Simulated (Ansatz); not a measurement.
Ansatz input

```yaml
crystal:
  lattice:
    - [0.0, 3.737421643, 3.737421643]
    - [3.737421643, 0.0, 3.737421643]
    - [3.737421643, 3.737421643, 0.0]
  atoms:
    - { symbol: Hg, position: [0.0, 0.0, 0.0] }
hamiltonian:
  xc: revpbe
  pseudopotentials:
    kind: paw
    azcp:
      Hg: "pseudopotentials/Hg.paw.azcp"
basis:
  ecutwfc: 420
  fft_grid_basis: typed
kpoints:
  mp_grid: { grid: [8, 8, 8], shift: [0, 0, 0] }
magnetization:
  spin_polarized: false
scf:
  occupations: { method: fermi_dirac, width: 0.1 }
  lower_state_search: "off"
output:
  stress: true
  write_density: true
  write_potential: true
  elf: true
  volumetric_format: npy
```

and its output:

```
Engine: ansatz 0.2.0, x86_64-unknown-linux-gnu
Pseudopotentials: kind: paw
Pseudopotential: Hg, paw, valence charge 20, recommended cutoff 420 eV (normal) 
Functional definition: revPBE
  parameter kappa = 1.245
  parameter beta = 0.06672455060314922
  exchange = pbe_x(kappa = kappa, mu = beta*pi^2/3)
  correlation = pbe_c(beta = beta)
Crystal: 1 atoms, lattice volume = 104.411 Å³
Basis set: ecut = 420 eV, 2085 PW (Γ)
Bands: 14, of which v1, the nominal top of the filled ones, is band 10 counted from 1 (9 counted from 0)
Symmetry: 48 space group operations
Space group: Fm-3m (ITA 225), of the structure as read, at distance tolerance 4.7e-5 Å
k-points: 29 of 512
Non-local potential: Hg, projectors of the file, l = 0: 3, l = 1: 2, l = 2: 2, l = 3: 1
PAW form: soft (Blöchl's): semilocal exchange-correlation on the pseudo side does not see the compensation charge
PAW frozen core: Hg, regenerated for the run's functional, and the local potential with it (the file was generated under x = pbe(κ = 0.804, μ = 0.2195149727645171), c = pbe(β = 0.06672455060314922))
PAW one-centre angular grid: Hg, 590 points (default); XC on 64 Gauss nodes
Initial density: superposition of atomic densities (neutral atoms: chi_scale 0, normalization atom), corrected by the library's trained network
Initial wavefunctions: pseudopotential atomic-orbital guess
Functional: x = revpbe(κ = 1.245, μ = 0.2195149727645171), c = pbe(β = 0.06672455060314922)
SCF iter   1: F=—  HF=-13824.035941 eV  |F-HF|=—  |Δ(HF+E_count)|=         —  Δρ=7.30e-4  dr2=9.71e-4  ethr=1.77e-3  ⟨swp⟩=4.3  Hψ=2053  notcnv=0
SCF iter   2: F=—  HF=-13824.035887 eV  |F-HF|=—  |Δ(HF+E_count)|=   5.40e-5  Δρ=3.42e-4  dr2=6.95e-5  ethr=4.85e-6  ⟨swp⟩=2.2  Hψ=850  notcnv=0
SCF iter   3: F=—  HF=-13824.035876 eV  |F-HF|=—  |Δ(HF+E_count)|=   1.15e-5  Δρ=9.61e-5  dr2=7.66e-6  ethr=3.47e-7  ⟨swp⟩=2.1  Hψ=666  notcnv=0
iter 4 did not close the SCF: its close was put off for the readings that it lacked (scf_convergence_deferred on its scf_iter line)
SCF iter   4: F=-13824.035879 eV  HF=-13824.035879 eV  |F-HF|=1.91e-7  |Δ(HF+E_count)|=   3.66e-6  Δρ=1.60e-5  dr2=9.84e-8  ethr=3.83e-8  ⟨swp⟩=3.0  Hψ=669  notcnv=0
iter 5 did not close the SCF: its close was put off for the readings that it lacked (scf_convergence_deferred on its scf_iter line)
SCF iter   5: F=-13824.035879 eV  HF=-13824.035879 eV  |F-HF|=3.16e-9  |Δ(HF+E_count)|=   2.18e-7  Δρ=1.06e-6  dr2=2.89e-10  ethr=4.92e-10  ⟨swp⟩=2.5  Hψ=684  notcnv=0
SCF iter   6: F=-13824.035879 eV  HF=-13824.035879 eV  |F-HF|=7.09e-11  |Δ(HF+E_count)|=   3.44e-9  Δρ=2.01e-7  dr2=2.92e-11  ethr=1.45e-12  ⟨swp⟩=4.8  Hψ=1937  notcnv=0
SCF 1 converged in 6 iterations: F = -13824.035879 eV  dr2 = 2.92e-11
WARN: The input density's exchange-correlation potential varies sharply where the density is thin. Do not read a vacuum level from v_tot or v_xc, or from such a field of the output density. On a cell that repeats whose density bears no net charge and no dipole along the vacuum's axis use v_es (v_loc + v_h of the components); under efield.dipole_correction with no amplitude use v_es + v_field, which holds any external_charges[].barrier, or the levels of the report's work_function block, which leave it out; under a non-zero efield.amplitude the vacuum is tilted and has no level; on a cell that repeats and bears such a dipole with no correction it is tilted too, and efield.dipole_correction with no amplitude gives each side of its ramp a level where efield: is served; in a cell that repeats whose density bears a net charge (total_charge, or a fill off its count) it is curved and has none; of a slab under crystal.periodic whose density bears no net charge use v_es, which has a level on each side, short of where the two are joined; of another it falls or rises all the way out and has none; of a slab beside external_charges read slab_vacuum_level instead, which it has where they leave it neutral. The grid or the basis barely resolves most such structure, and the values can differ between equally converged runs; as a rule a tighter scf.convergence.dr2_threshold does not remove it. Where the density itself ripples (under the LDA too) a higher basis.ecutwfc lessens it. The files hold the spikes' plane waves up to the density's cutoff. Files: v_tot and the like, and their columns of v_z.tsv (output.write_potential); v_xc and the like, and their columns of v_comp_z.tsv (output.write_potential_components); where files of the output density stand in their place, no point of their own thin density is over the threshold below, and this is of outcome.potential() and, of a run that writes arrays (npy), the arrays of these names. Measured: with its Gaussian average of σ = 0.25 Å subtracted twice, the exchange-correlation potential is over 0.1 eV at 815 of the grid points where the equally averaged density (valence and model cores) is under 1e-3 e/Å³, and 1.81 eV at the most among them, at an averaged density of 4.7e-4 e/Å³. See output.write_potential in the manual, Limitations
SCF converged after 6 iterations
Free energy (F): -13824.035879 eV
Harris-Foulkes:  -13824.035879 eV  (|F-HF|=7.09e-11)
Internal energy: -13824.035879 eV  (E = F + TS)
E sigma→0 (E₀):  -13824.035879 eV
Fermi energy:    0.036931 eV
--- Per-component energies (eV) ---
  E_band       = -660.222776
  E_kinetic    = 605.891934
  E_local      = -4486.021432  (includes V_loc(G=0)·N_el)
  E_nonlocal   = 72.555045
  E_hartree    = 1927.378944
  E_xc         = -220.372191
  E_vxc        = -261.162061  (∫ρ·V_xc dr)
  E_paw        = -9956.958475  (= ΣΔE_a)
  E_vpaw       = -446.244668  (= ΣTr[D̂ρ^β])
  E_aug_tail   = 0.000946  (compensation charges beyond the density's cutoff)
  E_ewald      = -1766.468832
  E_core_change = -0.041818  (= ΣΔE_core)
  E_smearing   = -0.000000  (= −TS)
  E_closure    = 0.000000  (closes the sum)
  Σ components = -13824.035879   (vs F -13824.035879, Δ=0.00e0)
--- Stress (GPa, compression-positive) ---
        0.055898       0.000000      -0.000000
        0.000000       0.055898       0.000000
        0.000000      -0.000000       0.055898
  P = ⅓ Tr σ = 0.0559 GPa (0.559 kbar)
--- Band table (eV; the first three rows and the last of 29) ---
  k-point 0: bands = ["-113.6184", "-62.0984", "-62.0984", "-62.0984", "-5.5605", "-5.5605", "-5.5605", "-5.5475", "-5.5475", "-3.0166", "5.4284", "5.4284", "5.4284", "6.0502"]
  k-point 1: bands = ["-113.6184", "-62.0984", "-62.0984", "-62.0984", "-5.5602", "-5.5585", "-5.5585", "-5.5473", "-5.5473", "-2.9467", "4.4117", "5.3538", "5.3538", "6.8503"]
  k-point 2: bands = ["-113.6184", "-62.0984", "-62.0984", "-62.0984", "-5.5595", "-5.5571", "-5.5571", "-5.5434", "-5.5434", "-2.7603", "3.2527", "5.1936", "5.1936", "7.0833"]
  k-point 28: bands = ["-113.6184", "-62.0984", "-62.0984", "-62.0984", "-5.5572", "-5.5526", "-5.5526", "-5.5419", "-5.5298", "-2.2384", "3.0343", "3.0343", "3.6603", "7.8722"]
```
